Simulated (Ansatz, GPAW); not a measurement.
# Rh: programs and potentials compared

```
CELL_PARAMETERS angstrom
0.00000 1.89785 1.89785
1.89785 0.00000 1.89785
1.89785 1.89785 0.00000
ATOMIC_POSITIONS crystal
Rh 0.00000 0.00000 0.00000
```

Alike in all runs: task single point; functional PBE; k mesh 12 × 12 × 12; occupations gaussian, width 0.024 eV; no spin polarisation; no spin-orbit coupling. Pressure is positive in compression and, in plane waves, holds the error of the finite cutoff, which Ansatz's Pulay term estimates and takes out.

```tsv
program and potentials	plane-wave cutoff (eV)	notes	band gap (eV)	pressure (GPa)
Ansatz, Ansatz PAW	420	17 valence electrons an atom on average; Pulay term of +0.12 GPa included	no gap	7.22
Ansatz, all-electron LAPW, scalar-relativistic	-	-	?	?
GPAW, GPAW PAW data sets (gpaw-data 1.2.1)	600	15 valence electrons an atom on average	no gap	9.19
```

Q: Estimate from the other rows what the run with Ansatz, all-electron LAPW, scalar-relativistic gave.

A: No band gap; pressure 7.18 GPa. The other rows, which needn't bracket it: pressure 7.22 to 9.19.
